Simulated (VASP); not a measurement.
# W (Im-3m) in VASP: notebook

One crystal, W, is run at these levels: PBE; tasks: single point.

All numbers are computed with VASP 6.6.1; they aren't measurements. Logs are shortened: lines on timing, memory, paths and dates and some standing lists are left out, and cuts for length are marked.

## 1. The crystal as given

Symmetry: Im-3m, No. 229, cubic system. Conventional cell: a = 3.165 Å, b = 3.165 Å, c = 3.165 Å, α = 90.00°, β = 90.00°, γ = 90.00°. Around W (site symmetry m-3m) lie 8 W at 2.74 Å.

## 2. Single point, PBE

File INCAR:

```
SYSTEM = W
ALGO = Fast
EDIFF = 1E-7
ENCUT = 520
GGA = PE
ISIF = 2
ISMEAR = 0
LASPH = .True.
LCHARG = .False.
LREAL = .False.
LWAVE = .False.
NBANDS = 13
NELM = 100
PREC = Accurate
SIGMA = 0.1
```

File KPOINTS:

```
k-points
0
Gamma
  14 14 14
  0 0 0
```

File POSCAR:

```
W
1.0
   -1.5823450000      1.5823450000      1.5823450000
    1.5823450000     -1.5823450000      1.5823450000
    1.5823450000      1.5823450000     -1.5823450000
W
1
Direct
    0.0000000000      0.0000000000      0.0000000000
```

Potentials or basis: VASP PAW PBE potentials, release 64 (W_sv).

Command:

```bash
$ cat potpaw_PBE.64/W_sv/POTCAR > POTCAR
$ mpirun -np 1 vasp_std > vasp.out
```

OUTCAR:

```text
SYSTEM = W
   EDIFF = 1E-7
   ENCUT = 520
   GGA = PE
   ISIF = 2
   ISMEAR = 0
   LASPH = .True.
   LREAL = .False.
   NELM = 100
   PREC = Accurate

 ion  position               nearest neighbor table
   1  0.000  0.000  0.000-

  LATTYP: Found a body centered cubic cell.
 ALAT       =     3.1646900000

  Lattice vectors:

 A1 = (  -1.5823450000,   1.5823450000,   1.5823450000)
 A2 = (   1.5823450000,  -1.5823450000,   1.5823450000)
 A3 = (   1.5823450000,   1.5823450000,  -1.5823450000)

Analysis of symmetry for initial positions (statically):
=====================================================================
 Subroutine PRICEL returns:
 Original cell was already a primitive cell.

 Routine SETGRP: Setting up the symmetry group for a
 body centered cubic supercell.

 Subroutine GETGRP returns: Found 48 space group operations
 (whereof 48 operations were pure point group operations)
 out of a pool of 48 trial point group operations.

The static configuration has the point symmetry O_h .

Analysis of symmetry for dynamics (positions and initial velocities):
=====================================================================
 Subroutine PRICEL returns:
 Original cell was already a primitive cell.

 Routine SETGRP: Setting up the symmetry group for a
 body centered cubic supercell.

 Subroutine GETGRP returns: Found 48 space group operations
 (whereof 48 operations were pure point group operations)
 out of a pool of 48 trial point group operations.

The dynamic configuration has the point symmetry O_h .

 Subroutine INISYM returns: Found 48 space group operations
 (whereof 48 operations are pure point group operations),
 and found     1 'primitive' translations

----------------------------------------------------------------------------------------

                                     Primitive cell

  volume of cell :      15.8476

  direct lattice vectors                    reciprocal lattice vectors
    -1.582345000  1.582345000  1.582345000     0.000000000  0.315986716  0.315986716
     1.582345000 -1.582345000  1.582345000     0.315986716  0.000000000  0.315986716
     1.582345000  1.582345000 -1.582345000     0.315986716  0.315986716  0.000000000

  length of vectors
     2.740701935  2.740701935  2.740701935     0.446872699  0.446872699  0.446872699

  position of ions in fractional coordinates (direct lattice)
     0.000000000  0.000000000  0.000000000

  ion indices of the primitive-cell ions
[... 83 lines left out ...]
   TEBEG  =    0.0;   TEEND  =   0.0 temperature during run
   PSTRESS=    0.0 pullay stress
   NELECT =      14.0000    total number of electrons
   NUPDOWN=      -1.0000    fix difference up-down
   EMIN   =  10.00;   EMAX   =-10.00  energy-range for DOS
   EFERMI =   0.00;   METHOD = LEGACY
   ISMEAR =     0;   SIGMA  =   0.10  broadening in eV -4-tet -1-fermi 0-gaus
   EFERMI_NEDOS =   21; number of points for ismear=-14 and -15
   IALGO  =     68    algorithm
   IMIX   =      4    mixing-type and parameters
     AMIX     =   0.40;   BMIX     =  1.00
     AMIX_MAG =   1.60;   BMIX_MAG =  1.00
  volume/ion in A,a.u.               =      15.85       106.94
  Fermi-wavevector in a.u.,A,eV,Ry     =   1.570832  2.968442 33.572544  2.467512
  Thomas-Fermi vector in A             =   2.672506
   LORBIT       =      0    0 simple, 1 ext, 2 COOP (PROOUT), +10 PAW based schemes
   GGA     = PE    functional components
   LHFCALC =     F    Hartree Fock is set to
   AEXX    =    0.0000 exact exchange contribution
   IVDW    =     0    specifies the selected vdW correction
   LEPSILON=     F    determine dielectric tensor
   LRPA    =     F    only Hartree local field effects (RPA)
 non-spin polarized calculation
 RMM-DIIS sequential band-by-band and
 Gauss-broadening in eV      SIGMA  =   0.10
  energy-cutoff  :      520.00
  volume of cell :       15.85
 maximum number of plane-waves:       438
   NGX = 11   NGY = 11   NGZ = 11

 number of electron      14.0000004 magnetization

 Free energy of the ion-electron system (eV)
  ---------------------------------------------------
  ext. energy  EPLUGINS =         0.00000000
  ---------------------------------------------------
  free energy    TOTEN  =       -12.94192483 eV

  energy without entropy =      -12.93777221  energy(sigma->0) =      -12.93984852

 E-fermi :  11.5432     XC(G=0): -13.6445

 val. band max:       11.5401701569   @ k =  -0.4286   0.5000   0.2857
 cond. band min:      11.5740043265   @ k =   0.5000   0.5000   0.2857
 fundamental gap:      0.0338341696
 Fermi energy:        11.5432091610

 k-point     1 :       0.0000    0.0000    0.0000
  band No.  band energies     occupation
      1     -62.7502      2.00000
      2     -26.3104      2.00000
      3     -26.3104      2.00000
      4     -26.3104      2.00000
      5       1.8092      2.00000
      6      10.2109      2.00000
      7      10.2109      2.00000
      8      10.2109      2.00000
      9      13.7040      0.00000
     10      13.7040      0.00000
     11      25.9666      0.00000
     12      25.9666      0.00000
     13      25.9666      0.00000
[... 354 lines left out ...]
  band No.  band energies     occupation
      1     -62.6000      2.00000
      2     -27.3005      2.00000
      3     -27.1042      2.00000
      4     -26.4722      2.00000
      5       6.9928      2.00000
      6       8.4412      2.00000
      7       9.1494      2.00000
      8      13.9326      0.00000
      9      14.5311      0.00000
     10      19.7965      0.00000
     11      21.6630      0.00000
     12      23.7138      0.00000
     13      28.5823      0.00000

 [... further k-points ...]

------------------------ aborting loop because EDIFF is reached ----------------------------------------

  FORCE on cell =-STRESS in cart. coord.  units (eV):
  Direction    XX          YY          ZZ          XY          YZ          ZX
  --------------------------------------------------------------------------------------
  -------------------------------------------------------------------------------------
  Total        0.6551832      0.6551832      0.6551832     -0.0000000     -0.0000000      0.0000000
  in kB       66.2383978     66.2383978     66.2383978     -0.0000000     -0.0000000      0.0000000
  external PRESSURE =      66.2383978 kB  Pullay stress =       0.0000000 kB

 VOLUME and BASIS-vectors are now :
 -----------------------------------------------------------------------------
  energy-cutoff  :      520.00
  volume of cell :       15.85
      direct lattice vectors                 reciprocal lattice vectors
    -1.582345000  1.582345000  1.582345000     0.000000000  0.315986716  0.315986716
     1.582345000 -1.582345000  1.582345000     0.315986716  0.000000000  0.315986716
     1.582345000  1.582345000 -1.582345000     0.315986716  0.315986716  0.000000000

 POSITION                                       TOTAL-FORCE (eV/Angst)
 -----------------------------------------------------------------------------------
      0.00000      0.00000      0.00000        -0.000000      0.000000      0.000000
 -----------------------------------------------------------------------------------
    total drift:                                0.000000     -0.000000      0.000000

  FREE ENERGIE OF THE ION-ELECTRON SYSTEM (eV)
  ---------------------------------------------------
  free  energy   TOTEN  =       -12.9419248291 eV

  energy  without entropy=      -12.9377722120  energy(sigma->0) =      -12.93984852
```

OSZICAR:

```text
N       E                     dE             d eps       ncg     rms          rms(c)
DAV:   1     0.843663070023E+02    0.84366E+02   -0.74339E+03  2720   0.122E+03
DAV:   2    -0.119624421440E+02   -0.96329E+02   -0.92654E+02  3009   0.318E+02
DAV:   3    -0.135580737188E+02   -0.15956E+01   -0.15907E+01  2939   0.397E+01
DAV:   4    -0.135644143206E+02   -0.63406E-02   -0.63405E-02  2994   0.274E+00
DAV:   5    -0.135644670477E+02   -0.52727E-04   -0.52728E-04  3009   0.236E-01    0.209E+01
RMM:   6    -0.130769147336E+02    0.48755E+00   -0.38675E-01  2924   0.586E+00    0.878E+00
RMM:   7    -0.129449406629E+02    0.13197E+00   -0.29418E-01  2935   0.511E+00    0.891E-01
RMM:   8    -0.129420821527E+02    0.28585E-02   -0.11465E-02  3337   0.119E+00    0.249E-01
RMM:   9    -0.129419316326E+02    0.15052E-03   -0.17793E-03  3190   0.510E-01    0.238E-02
RMM:  10    -0.129419355261E+02   -0.38935E-05   -0.25954E-04  3351   0.194E-01    0.134E-02
RMM:  11    -0.129419238302E+02    0.11696E-04   -0.41713E-05  3361   0.774E-02    0.632E-03
RMM:  12    -0.129419247199E+02   -0.88971E-06   -0.77570E-06  3424   0.358E-02    0.126E-03
RMM:  13    -0.129419247574E+02   -0.37531E-07   -0.10754E-06  2922   0.132E-02    0.227E-03
RMM:  14    -0.129419248291E+02   -0.71639E-07   -0.28402E-07  2388   0.619E-03
   1 F= -.12941925E+02 E0= -.12939849E+02  d E =-.415262E-02
```

stdout:

```text
POSCAR found type information on POSCAR W
 POSCAR found :  1 types and       1 ions
 scaLAPACK will be used
 LDA part: xc-table for (Slater+PW92), standard interpolation
 POSCAR, INCAR and KPOINTS ok, starting setup
 FFT: planning ... GRIDC
 FFT: planning ... GRID_SOFT
 FFT: planning ... GRID
 WAVECAR not read
 entering main loop
WARNING in EDDRMM: call to ZHEGV failed, returncode =   8  4     12
```

Wall time 24 s (1 thread of AMD EPYC 7R43 (Zen 3), shared host); peak memory 0.1 GiB.

What came out:

| Property | Result |
| --- | --- |
| Free energy | -12.9419 eV |
| Pressure | 6.6 GPa |
| Band gap on the k mesh | none (metal or under the smearing width) |

The run has no spin-orbit coupling, so splittings on W are missing.

## 3. Single point, PBE

INCAR, as its differences from that of step 2:

```diff
@@ -3,3 +3,3 @@
 EDIFF = 1E-7
-ENCUT = 520
+ENCUT = 600
 GGA = PE
```

KPOINTS is that of step 2.

POSCAR is that of step 2.

Potentials or basis: VASP PAW PBE potentials, release 64 (W_sv).

Command:

```bash
$ cat potpaw_PBE.64/W_sv/POTCAR > POTCAR
$ mpirun -np 1 vasp_std > vasp.out
```

OUTCAR:

```text
SYSTEM = W
   EDIFF = 1E-7
   ENCUT = 600
   GGA = PE
   ISIF = 2
   ISMEAR = 0
   LASPH = .True.
   LREAL = .False.
   NELM = 100
   PREC = Accurate

 ion  position               nearest neighbor table
   1  0.000  0.000  0.000-

  LATTYP: Found a body centered cubic cell.
 ALAT       =     3.1646900000

  Lattice vectors:

 A1 = (  -1.5823450000,   1.5823450000,   1.5823450000)
 A2 = (   1.5823450000,  -1.5823450000,   1.5823450000)
 A3 = (   1.5823450000,   1.5823450000,  -1.5823450000)

Analysis of symmetry for initial positions (statically):
=====================================================================
 Subroutine PRICEL returns:
 Original cell was already a primitive cell.

 Routine SETGRP: Setting up the symmetry group for a
 body centered cubic supercell.

 Subroutine GETGRP returns: Found 48 space group operations
 (whereof 48 operations were pure point group operations)
 out of a pool of 48 trial point group operations.

The static configuration has the point symmetry O_h .

Analysis of symmetry for dynamics (positions and initial velocities):
[... 168 lines left out ...]
  band No.  band energies     occupation
      1     -62.7503      2.00000
      2     -26.3105      2.00000
      3     -26.3105      2.00000
      4     -26.3105      2.00000
      5       1.8094      2.00000
      6      10.2107      2.00000
      7      10.2107      2.00000
      8      10.2107      2.00000
      9      13.7038      0.00000
     10      13.7038      0.00000
     11      25.9666      0.00000
     12      25.9666      0.00000
     13      25.9666      0.00000
[... 354 lines left out ...]
  band No.  band energies     occupation
      1     -62.6001      2.00000
      2     -27.3006      2.00000
      3     -27.1043      2.00000
      4     -26.4723      2.00000
      5       6.9928      2.00000
      6       8.4411      2.00000
      7       9.1494      2.00000
      8      13.9325      0.00000
      9      14.5309      0.00000
     10      19.7965      0.00000
     11      21.6628      0.00000
     12      23.7137      0.00000
     13      28.5823      0.00000

 [... further k-points ...]

------------------------ aborting loop because EDIFF is reached ----------------------------------------

  FORCE on cell =-STRESS in cart. coord.  units (eV):
  Direction    XX          YY          ZZ          XY          YZ          ZX
  --------------------------------------------------------------------------------------
  -------------------------------------------------------------------------------------
  Total        0.6609202      0.6609202      0.6609202      0.0000000      0.0000000     -0.0000000
  in kB       66.8183991     66.8183991     66.8183991      0.0000000      0.0000000     -0.0000000
  external PRESSURE =      66.8183991 kB  Pullay stress =       0.0000000 kB

 VOLUME and BASIS-vectors are now :
 -----------------------------------------------------------------------------
  energy-cutoff  :      600.00
  volume of cell :       15.85
      direct lattice vectors                 reciprocal lattice vectors
    -1.582345000  1.582345000  1.582345000     0.000000000  0.315986716  0.315986716
     1.582345000 -1.582345000  1.582345000     0.315986716  0.000000000  0.315986716
     1.582345000  1.582345000 -1.582345000     0.315986716  0.315986716  0.000000000

 POSITION                                       TOTAL-FORCE (eV/Angst)
 -----------------------------------------------------------------------------------
      0.00000      0.00000      0.00000         0.000000      0.000000      0.000000
 -----------------------------------------------------------------------------------
    total drift:                               -0.000000      0.000000     -0.000000

  FREE ENERGIE OF THE ION-ELECTRON SYSTEM (eV)
  ---------------------------------------------------
  free  energy   TOTEN  =       -12.9421427461 eV

  energy  without entropy=      -12.9379877128  energy(sigma->0) =      -12.94006523
```

OSZICAR:

```text
N       E                     dE             d eps       ncg     rms          rms(c)
DAV:   1     0.923276234435E+02    0.92328E+02   -0.81124E+03  2728   0.135E+03
DAV:   2    -0.117415078986E+02   -0.10407E+03   -0.99795E+02  3049   0.339E+02
DAV:   3    -0.135571845287E+02   -0.18157E+01   -0.18085E+01  2914   0.427E+01
DAV:   4    -0.135647574562E+02   -0.75729E-02   -0.75728E-02  3064   0.306E+00
DAV:   5    -0.135648208345E+02   -0.63378E-04   -0.63377E-04  2964   0.264E-01    0.209E+01
RMM:   6    -0.130771678833E+02    0.48765E+00   -0.38701E-01  2923   0.586E+00    0.878E+00
RMM:   7    -0.129451513583E+02    0.13202E+00   -0.29435E-01  2936   0.511E+00    0.892E-01
RMM:   8    -0.129422994904E+02    0.28519E-02   -0.11488E-02  3335   0.121E+00    0.250E-01
RMM:   9    -0.129421492892E+02    0.15020E-03   -0.17854E-03  3201   0.514E-01    0.238E-02
RMM:  10    -0.129421534083E+02   -0.41191E-05   -0.25863E-04  3352   0.195E-01    0.136E-02
RMM:  11    -0.129421417029E+02    0.11705E-04   -0.41891E-05  3364   0.776E-02    0.655E-03
RMM:  12    -0.129421426074E+02   -0.90448E-06   -0.77516E-06  3415   0.361E-02    0.128E-03
RMM:  13    -0.129421426557E+02   -0.48344E-07   -0.10919E-06  2933   0.134E-02    0.215E-03
RMM:  14    -0.129421427461E+02   -0.90400E-07   -0.28202E-07  2369   0.631E-03
   1 F= -.12942143E+02 E0= -.12940065E+02  d E =-.415503E-02
```

stdout:

```text
POSCAR found type information on POSCAR W
 POSCAR found :  1 types and       1 ions
 scaLAPACK will be used
 LDA part: xc-table for (Slater+PW92), standard interpolation
 POSCAR, INCAR and KPOINTS ok, starting setup
 FFT: planning ... GRIDC
 FFT: planning ... GRID_SOFT
 FFT: planning ... GRID
 WAVECAR not read
 entering main loop
WARNING in EDDRMM: call to ZHEGV failed, returncode =   8  4     13
```

Wall time 40 s (1 thread of AMD EPYC 7R43 (Zen 3), shared host); peak memory 0.12 GiB.

What came out:

```
Free energy            : -12.9421 eV
Pressure               : 6.7 GPa
Band gap on the k mesh : none (metal or under the smearing width)
```

## 4. Single point, PBE

INCAR, as its differences from that of step 3:

```diff
@@ -3,3 +3,3 @@
 EDIFF = 1E-7
-ENCUT = 600
+ENCUT = 700
 GGA = PE
```

KPOINTS is that of step 3.

POSCAR is that of step 3.

Potentials or basis: VASP PAW PBE potentials, release 64 (W_sv).

Command:

```bash
$ cat potpaw_PBE.64/W_sv/POTCAR > POTCAR
$ mpirun -np 1 vasp_std > vasp.out
```

OUTCAR:

```text
SYSTEM = W
   EDIFF = 1E-7
   ENCUT = 700
   GGA = PE
   ISIF = 2
   ISMEAR = 0
   LASPH = .True.
   LREAL = .False.
   NELM = 100
   PREC = Accurate

 ion  position               nearest neighbor table
   1  0.000  0.000  0.000-

  LATTYP: Found a body centered cubic cell.
 ALAT       =     3.1646900000

  Lattice vectors:

 A1 = (  -1.5823450000,   1.5823450000,   1.5823450000)
 A2 = (   1.5823450000,  -1.5823450000,   1.5823450000)
 A3 = (   1.5823450000,   1.5823450000,  -1.5823450000)

Analysis of symmetry for initial positions (statically):
=====================================================================
 Subroutine PRICEL returns:
 Original cell was already a primitive cell.

 Routine SETGRP: Setting up the symmetry group for a
 body centered cubic supercell.

 Subroutine GETGRP returns: Found 48 space group operations
 (whereof 48 operations were pure point group operations)
 out of a pool of 48 trial point group operations.

The static configuration has the point symmetry O_h .

Analysis of symmetry for dynamics (positions and initial velocities):
[... 167 lines left out ...]
  band No.  band energies     occupation
      1     -62.7503      2.00000
      2     -26.3105      2.00000
      3     -26.3105      2.00000
      4     -26.3105      2.00000
      5       1.8094      2.00000
      6      10.2107      2.00000
      7      10.2107      2.00000
      8      10.2107      2.00000
      9      13.7038      0.00000
     10      13.7038      0.00000
     11      25.9666      0.00000
     12      25.9666      0.00000
     13      25.9666      0.00000
[... 354 lines left out ...]
  band No.  band energies     occupation
      1     -62.6000      2.00000
      2     -27.3006      2.00000
      3     -27.1042      2.00000
      4     -26.4723      2.00000
      5       6.9928      2.00000
      6       8.4411      2.00000
      7       9.1494      2.00000
      8      13.9325      0.00000
      9      14.5309      0.00000
     10      19.7966      0.00000
     11      21.6628      0.00000
     12      23.7137      0.00000
     13      28.5823      0.00000

 [... further k-points ...]

------------------------ aborting loop because EDIFF is reached ----------------------------------------

  FORCE on cell =-STRESS in cart. coord.  units (eV):
  Direction    XX          YY          ZZ          XY          YZ          ZX
  --------------------------------------------------------------------------------------
  -------------------------------------------------------------------------------------
  Total        0.6623874      0.6623874      0.6623874     -0.0000000      0.0000000     -0.0000000
  in kB       66.9667374     66.9667374     66.9667374     -0.0000000      0.0000000     -0.0000000
  external PRESSURE =      66.9667374 kB  Pullay stress =       0.0000000 kB

 VOLUME and BASIS-vectors are now :
 -----------------------------------------------------------------------------
  energy-cutoff  :      700.00
  volume of cell :       15.85
      direct lattice vectors                 reciprocal lattice vectors
    -1.582345000  1.582345000  1.582345000     0.000000000  0.315986716  0.315986716
     1.582345000 -1.582345000  1.582345000     0.315986716  0.000000000  0.315986716
     1.582345000  1.582345000 -1.582345000     0.315986716  0.315986716  0.000000000

 POSITION                                       TOTAL-FORCE (eV/Angst)
 -----------------------------------------------------------------------------------
      0.00000      0.00000      0.00000         0.000000     -0.000000      0.000000
 -----------------------------------------------------------------------------------
    total drift:                               -0.000000      0.000000      0.000000

  FREE ENERGIE OF THE ION-ELECTRON SYSTEM (eV)
  ---------------------------------------------------
  free  energy   TOTEN  =       -12.9421662457 eV

  energy  without entropy=      -12.9380107001  energy(sigma->0) =      -12.94008847
```

It took 41 s on 1 thread of AMD EPYC 7R43 (Zen 3), shared host; peak memory 0.13 GiB.

Results:

```yaml
Free_energy: -12.9422 eV
Pressure: 6.7 GPa
Band_gap_on_the_k_mesh: none (metal or under the smearing width)
```

## 5. Overview

```tsv
cutoff (eV)	gap on the mesh (eV)	pressure (GPa)
520	none	6.6
600	none	6.7
700	none	6.7
```

Alike in all rows: task single point; level PBE; potentials or basis VASP PAW PBE potentials, release 64 (W_sv); no spin polarisation; cell as given; k mesh 14 × 14 × 14; smearing gaussian 0.1 eV.

Every run on the cell as given and a fine mesh finds a metal.

Absolute energies hang on the potentials; compare differences alone.
